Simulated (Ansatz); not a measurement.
All numbers below come from DFT PBE, scalar-relativistic, plane waves, PAW (Ansatz). Settings: cutoff 420 eV, Γ-centred meshes spaced at most about 0.3 Å⁻¹, and about 0.25 Å⁻¹ or finer for metals (2π included), Gaussian smearing. No spin polarisation.

Temperature and zero-point effects are left out.

Task: Order these relaxed structures of Bi₄Te by energy, lowest first, with the energy over the lowest of them.
A.

```
CELL_PARAMETERS angstrom
-3.61825 3.61825 3.61825
3.61825 -3.61825 3.61825
3.61825 3.61825 -3.61825
ATOMIC_POSITIONS crystal
Bi 0.00000 0.00000 0.50000
Bi 0.50000 0.00000 0.00000
Bi 0.00000 0.50000 0.00000
Bi 0.50000 0.50000 0.50000
Te 0.00000 0.00000 0.00000
```

B.

```
CELL_PARAMETERS angstrom
5.90598 0.00000 0.00000
0.00000 5.90598 0.00000
0.00000 0.00000 5.90598
ATOMIC_POSITIONS crystal
Bi 0.31063 0.31063 0.31063
Bi 0.68937 0.68937 0.31063
Bi 0.31063 0.68937 0.68937
Bi 0.68937 0.31063 0.68937
Te 0.00000 0.00000 0.00000
```

Result: A (0 meV/atom), B (45 meV/atom). Forms: A Im-3m; B P-43m. Counting Bi atoms around Te (those within 1.25 times the shortest such distance or 1.15 times the sum of covalent radii, 1.27 where that leaves under three): A has Te 8; B has Te 4. Both come from invented guesses. The lowest form computed isn't among them: it has space group P6/mmm (No. 191), 35.9 Å³/atom and lies 201 meV/atom below the best shown. Even the lowest of the cells shown lies +0.31 eV/atom against the elements.

These runs have no spin–orbit coupling, which can matter for Bi and Te. Cells relaxed within their symmetry can be saddle points. Some structure types and database cells were kept out of the candidates from the start, so a known form may be missing.
